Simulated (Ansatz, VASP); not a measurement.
This is a calculation of Al for Ansatz 0.2.0.

The input input.yaml:

```yaml
crystal:
  lattice:
    - [0.0, 2.024805, 2.024805]
    - [2.024805, 0.0, 2.024805]
    - [2.024805, 2.024805, 0.0]
  atoms:
    - { symbol: Al, position: [0.0, 0.0, 0.0] }
hamiltonian:
  xc:
    exchange: hjs_pbesol
    correlation: pbesol
    exx: { coeff: 0.25, omega: 0.207 }
  pseudopotentials: { kind: paw }
kpoints:
  mp_grid: { grid: [6, 6, 6] }
scf:
  occupations: { method: fermi_dirac, width: 0.05 }
output:
  forces: true
  stress: true
relax:
  f_tol: 0.01
  max_steps: 40
  cell: { stress_tol: 0.05 }
```

Potentials or basis: Ansatz PAW.

Run with:

```console
$ ansatz run input.yaml --threads 2 --pin off --max-ram 5632MiB --backend cpu --events-out ev --progress --plain --runs-dir out
```

Q: Translate it to VASP 6.6.1. Potentials there: VASP PAW PBE potentials, release 64 (Al).

A: As run (the cutoff follows the program's own potentials):

Contents of POSCAR:

```
Al
1.0
    0.0000000000      2.0248050000      2.0248050000
    2.0248050000      0.0000000000      2.0248050000
    2.0248050000      2.0248050000      0.0000000000
Al
1
Direct
    0.0000000000      0.0000000000      0.0000000000
```

The input INCAR.step1:

```
ALGO = Normal
EDIFF = 1E-5
ENCUT = 600
GGA = PE
ISMEAR = -1
LASPH = T
LCHARG = F
LREAL = F
LWAVE = T
NELM = 60
PREC = Accurate
SIGMA = 0.05
```

File INCAR.step2:

```
ALGO = Normal
EDIFF = 1E-6
EDIFFG = -0.01
ENCUT = 600
GGA = PS
HFSCREEN = 0.2
IBRION = 2
ISIF = 3
ISMEAR = -1
ISTART = 1
LASPH = T
LCHARG = F
LHFCALC = T
LREAL = F
LWAVE = F
NELM = 60
NSW = 60
PREC = Accurate
PRECFOCK = Fast
SIGMA = 0.05
```

Contents of KPOINTS:

```
k-points
0
Gamma
  6 6 6
```

Potentials or basis: VASP PAW PBE potentials, release 64 (Al).

Command:

```console
$ cat potpaw_PBE.64/Al/POTCAR > POTCAR
$ cp INCAR.step1 INCAR
$ mpirun -np 1 vasp_std > vasp.out
$ cp INCAR.step2 INCAR
$ mpirun -np 1 vasp_std > vasp.out
```

Both were run:

|  | VASP | Ansatz | Ansatz less VASP |
| --- | --- | --- | --- |
| gap on the k mesh at the Fermi level, each at its own relaxed structure (eV) | none | none | - |
| relaxed volume (Å³/atom) | 16.19 | 16.18 | -0.019 |
| relaxed cell length with the largest relative difference (Å) | 2.840 | 2.839 | -0.0011 |
| energy change over the relaxation (meV/atom) | -3 | -3 | -0.4 |

A gap of «none» marks a metal or a gap that the smearing closes.

Caveats: the k mesh is coarse (spacing up to 0.45 Å⁻¹), so the values aren't converged, least of all with exact exchange; the PAW data sets were made with another functional, which shifts forces and pressure a little (VASP); the plane-wave basis is chosen anew once the cell has moved, so the energies of steps on either side of that aren't comparable (Ansatz); the PAW data sets come from PBE, with cores solved anew for the run's functional, which leaves a small shift of forces and pressure (Ansatz).
